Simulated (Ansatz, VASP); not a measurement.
**CdS: VASP beside Ansatz**

```
Cd S
1.0
     0.00000    2.73477    2.73477
     2.73477    0.00000    2.73477
     2.73477    2.73477    0.00000
Cd S
1 1
Direct
  0.00000 0.00000 0.00000
  0.50000 0.50000 0.50000
```

Change from the starting cell: volume scaled by 0.98, PAW files.

Alike in both runs: task electric field gradients; functional r2SCAN; k mesh 9 × 9 × 9; occupations fermi-dirac, width 0.02 eV; no spin polarisation.

```csv
,VASP,Ansatz
version,VASP 6.6.1,Ansatz 0.2.0
potentials or method,"VASP PAW PBE potentials, release 64 (Cd, S)","PAW with Ansatz's default frozen-core files, scalar-relativistic"
plane-wave cutoff (eV),520,500
valence electrons in the cell,18,26
```

|  | VASP | Ansatz | Ansatz less VASP |
| --- | --- | --- | --- |
| gap on the k mesh at the Fermi level (eV) | 0.89 | 0.91 | +0.020 |
| pressure (GPa) | -0.3 | -0.7 | -0.46 |
| Vzz of the field gradient on the site that differs most (V/Å²) | 0.0 | 0.0 | 0.00 |

The two sets of potentials don't hold the same shells in valence. Ansatz warned: «gradients_without_spin_orbit».

Caveats: the PAW data sets were made with another functional, which shifts forces and pressure a little (VASP); an odd mesh through Γ misses points on the zone boundary, where band edges often lie.
